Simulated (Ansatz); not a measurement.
Crystal: Pb.

```xyz
2
Lattice="0.0000 3.4390 3.4390 3.4390 0.0000 3.4390 3.4390 3.4390 0.0000" Properties=species:S:1:pos:R:3 pbc="T T T"
Pb    1.7195    1.7195    1.7195
Pb    0.0000    0.0000    0.0000
```

This isn't the form of Pb at room conditions, which is fcc.

- Program: Ansatz 0.2.0
- Task: single point
- Functional: PBE
- Potentials or basis: all-electron LAPW, scalar-relativistic
- Cutoff: 231 eV (chosen from the basis error)
- Basis error allowed: 0.001 eV/atom
- k mesh: 7 × 7 × 7
- Occupations: fermi-dirac, width 0.05 eV
- Spin: no spin polarisation

On this cell: pressure 2.4 GPa; largest force zero by symmetry; band gap on the k mesh none (metal or under the smearing width).

The same run follows on a disturbed copy (atoms moved at random, drawn with an rms of 0.05 Å):

```xyz
2
Lattice="0.0000 3.4390 3.4390 3.4390 0.0000 3.4390 3.4390 3.4390 0.0000" Properties=species:S:1:pos:R:3 pbc="T T T"
Pb    1.7106    1.6887    1.6887
Pb    0.0015    0.0945   -0.0265
```

Problem. What changes?

Solution. The energy (extrapolated to zero smearing) moves by +18.9 meV/atom; pressure 2.6 GPa; largest force 0.648 eV/Å; band gap on the k mesh none (metal or under the smearing width).

Forces in eV/Å, atoms in the order of the input:
```
Pb   0.062  0.644  0.039
Pb  -0.062 -0.644 -0.039
```

Stress tensor (GPa, compression positive):
```
2.72 0.11 1.85
0.11 2.33 0.18
1.85 0.18 2.73
```
